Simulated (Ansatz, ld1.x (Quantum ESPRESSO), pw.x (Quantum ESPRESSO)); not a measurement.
**Equation-of-state test of one TM potential (technetium)**

ld1.x (Quantum ESPRESSO) 7.5 input, shortened:

```
&input
   title='Tc', zed=43., rel=1, dft='PBE', iswitch=3,
   config='[Kr] 4d5 5s2 5p0'
 /
 &inputp
   pseudotype=2, tm=.true., lloc=0,
   nlcc=.true., rcore=1.30
 /
3
5P  2  1   0.00   0.00  3.00  3.00  0.0
4D  3  2   5.00   0.00  2.15  2.15  0.0
5S  1  0   2.00   0.00  2.40  2.40  0.0
 &test
   configts(1)='4d5 5s2 5p0'
 /
```

Atomic tests: cutoffs needed: 40 Ry and 45 Ry (the cutoffs (Ry, on a coarse ladder) from which the occupation-weighted sum of valence levels, in a spherical-Bessel basis at the reference potential, stays within 10 and 1 mRy of its value at 400 Ry); ghost test: no extra level below or beside the all-electron valence levels (p, d, s, f tested) (spherical-Bessel basis up to 400 Ry, 20 bohr box); largest excitation error: -245 meV (all-electron minus pseudo) for 4d4 5s0 5p0, out of 7 test configurations.

Crystal test: diamond Tc in pw.x 7.5, no spin, 8³ k-points, Fermi–Dirac smearing 0.01 Ry, cutoffs 55/220 Ry. The reference is all-electron LAPW (Ansatz 0.2.0) with the same functional, mesh and smearing; V0 and B0 come from Birch–Murnaghan fits to the pressures at five volumes. Errors are pseudo minus all-electron; Δ is the rms difference of the E(V) curves that follow from these fits, minima aligned, over ±6 % about the mean V0. Mesh and smearing are coarse, so the numbers serve the comparison and aren't converged zero-temperature values; the lattice is a test structure that the element need not adopt.

```
V (Å³/atom)  P all-electron (GPa)  P pseudo (GPa)
     20.207                  8.57           19.50
     20.739                  3.99           14.08
     21.271                 -0.01            9.32
     21.803                 -3.52            5.14
     22.335                 -6.58            1.44
```

All-electron: a0 = 5.541 Å (V0 = 21.27 Å³/atom), B0 = 149.7 GPa.

Pseudopotential: mean pressure error (GPa): +9.41. The pressure does not cross zero within the volumes sampled, so no fit is given. The largest radius (3.00 bohr) exceeds half the bond length (2.27 bohr), so the spheres overlap, which is one possible source of error among others. This is a poor potential for the solid.

Problem. At the middle volume, how do free energy and pressure move when the wave cutoff is lowered (ecutrho kept at four times it)?

Solution.

```json
{"cutoff (Ry)": "25", "shift of F (meV/atom)": "+3791.7", "shift of P (GPa)": "-112.87"}
{"cutoff (Ry)": "33", "shift of F (meV/atom)": "+480.1", "shift of P (GPa)": "-24.28"}
{"cutoff (Ry)": "44", "shift of F (meV/atom)": "+7.6", "shift of P (GPa)": "-0.78"}
```

The run at the middle volume (29 k-points, 9 iterations) took about 12 s on one core of a shared host (Neoverse-V1, 32 threads, 247 GiB, load 14).
